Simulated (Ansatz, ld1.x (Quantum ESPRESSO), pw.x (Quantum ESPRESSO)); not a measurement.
scandium (Sc): does the TM potential hold in the solid?

```json
{"Element": "Sc", "Generator": "ld1.x (Quantum ESPRESSO) 7.5", "Type": "norm-conserving Troullier–Martins (Kleinman–Bylander form)", "Functional": "PBE", "Relativity": "scalar-relativistic", "Frozen core": "[Ar]", "Valence charge": "3", "Reference configuration": "3d1 4s1 4p0 (charge +1)", "Partial waves": "4p (bound, empty): rc 2.95 bohr; 3d (bound): rc 2.30 bohr; 4s (bound): rc 2.85 bohr", "Local potential": "the s channel", "Core correction": "none"}
```

Crystal test: diamond Sc in pw.x 7.5, no spin, 8³ k-points, Fermi–Dirac smearing 0.01 Ry, cutoffs 55/220 Ry. The reference is all-electron LAPW (Ansatz 0.2.0) with the same functional, mesh and smearing; V0 and B0 come from Birch–Murnaghan fits to the pressures at five volumes. Errors are pseudo minus all-electron; Δ is the rms difference of the E(V) curves that follow from these fits, minima aligned, over ±6 % about the mean V0. Mesh and smearing are coarse, so the numbers serve the comparison and aren't converged zero-temperature values; the lattice is a test structure that the element need not adopt.

All-electron: a0 = 6.658 Å (V0 = 36.90 Å³/atom), B0 = 7.9 GPa.

Problem. How far does the potential miss the all-electron equation of state?

Solution. mean pressure error (GPa): +1.47. The pressure does not cross zero within the volumes sampled, so no fit is given. The largest radius (2.95 bohr) exceeds half the bond length (2.72 bohr), so the spheres overlap, which is one possible source of error among others. This is a poor potential for the solid.

| V (Å³/atom) | P all-electron (GPa) | P pseudo (GPa) |
| --- | --- | --- |
| 35.067 | 0.42 | 2.44 |
| 35.990 | 0.20 | 1.89 |
| 36.913 | -0.00 | 1.42 |
| 37.836 | -0.19 | 1.00 |
| 38.759 | -0.37 | 0.63 |

Problem. At the middle volume, how do free energy and pressure move when the wave cutoff is lowered (ecutrho kept at four times it)?

Solution.

| cutoff (Ry) | shift of F (meV/atom) | shift of P (GPa) |
| --- | --- | --- |
| 33 | +285.5 | -6.33 |
| 44 | +8.9 | -0.42 |

The run at the middle volume (29 k-points, 23 iterations) took about 44 s on one core of a shared host (Neoverse-V2, 96 threads, 742 GiB, load 48).
